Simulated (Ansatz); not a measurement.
# ZnS: the cost of one run

Program: Ansatz 0.2.0. Level of theory: DFT PBEsol, scalar-relativistic, plane waves, PAW. These are calculated values, not measurements.

1 further run of the same task is left out (set aside as unsound or not needed).

## Step 1: Starting point

Symmetry: F-43m, No. 216, cubic system. Conventional cell: a = 5.409 Å, b = 5.409 Å, c = 5.409 Å, α = 90.00°, β = 90.00°, γ = 90.00°. Zn (site symmetry -43m) is surrounded by 4 S at 2.34 Å. S (site symmetry -43m) has 4 Zn at 2.34 Å as nearest neighbours.

As a file:

```cif
data_structure
_symmetry_space_group_name_H-M 'F-43m'
_symmetry_Int_Tables_number 216
_cell_length_a 5.4093
_cell_length_b 5.4093
_cell_length_c 5.4093
_cell_angle_alpha 90.000
_cell_angle_beta 90.000
_cell_angle_gamma 90.000
_cell_volume 158.28
loop_
_atom_site_label
_atom_site_type_symbol
_atom_site_symmetry_multiplicity
_atom_site_Wyckoff_symbol
_atom_site_fract_x
_atom_site_fract_y
_atom_site_fract_z
_atom_site_occupancy
Zn1 Zn 4 a 0.00000 0.00000 0.00000 1
S1 S 4 c 0.25000 0.25000 0.25000 1
```

Source of the structure: the Crystallography Open Database.

(A quick probe on a coarse mesh, which set the mesh and smearing, is not shown.)

## Step 3: The relaxation

input.yaml reads:

```yaml
crystal:
  lattice:
    - [0.0, 2.70465, 2.70465]
    - [2.70465, 0.0, 2.70465]
    - [2.70465, 2.70465, 0.0]
  atoms:
    - { symbol: Zn, position: [0.0, 0.0, 0.0] }
    - { symbol: S, position: [0.75, 0.75, 0.75] }
basis:
  ecutwfc: 420
kpoints:
  mp_grid: { grid: [10, 10, 10] }
hamiltonian:
  xc: pbesol
scf:
  occupations: { method: gaussian, width: 0.02 }
output:
  forces: true
  stress: true
  eigenvalues: true
  write_density: true
  write_potential: true
  elf: true
  volumetric_format: npy
relax:
  adjacent_minimum: "off"
  f_tol: 0.005
  max_steps: 80
  cell: { stress_tol: 0.05 }
```

Launch:

```sh
$ ansatz run input.yaml --threads 1 --pin off --max-ram 3072MiB --backend cpu --events-out ev --progress --plain --runs-dir out
```

Q: Estimate wall time and peak memory on 1 thread of AMD EPYC 9R45 (Zen 5), shared host.

About 4.7 s, with a peak of 0.39 GiB.
